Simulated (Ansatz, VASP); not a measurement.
Two plane-wave programs on Zr3S2

```
Zr S
1.0
     2.75045    1.58797    3.30636
    -2.75045    1.58797    3.30636
     0.00000   -3.17595    3.30636
Zr S
3 2
Direct
  0.16211 0.83789 0.50000
  0.50000 0.16211 0.83789
  0.83789 0.50000 0.16211
  0.33478 0.33478 0.33478
  0.66522 0.66522 0.66522
```

Change from the starting cell: strain -0.050 along x and y, -0.050 along z, atoms carried along.

Alike in both runs: task single point; functional PBE; k mesh 12 × 12 × 12; occupations gaussian, width 0.15 eV; no spin polarisation.

```csv
,VASP,Ansatz
version,VASP 6.6.1,Ansatz 0.2.0
potentials or method,"VASP PAW PBE potentials, release 64 (Zr_sv, S)","scalar-relativistic, plane waves, PAW"
plane-wave cutoff (eV),520,420
valence electrons in the cell,48,48
```

VASP gave:

```
gap on the k mesh at the Fermi level (eV)       : none
pressure (GPa)                                  : 25.6
largest component of the traceless stress (GPa) : 1.63
rms of the force components (eV/Å)              : 0.246
```

Task: Estimate Ansatz's values.

Result: gap on the k mesh at the Fermi level (eV): none; pressure (GPa): 25.5; largest component of the traceless stress (GPa): 1.59; rms of the force components (eV/Å): 0.244.

Atom by atom the forces differ by 0.002 eV/Å (rms over components). A gap of «none» marks a metal or a gap that the smearing closes. The functional is the same, so the differences come from potentials, cutoffs and numerics.

Caveats: so large a pressure means that the cell lies far from this level's equilibrium, or that cutoff or potentials fall short (VASP).
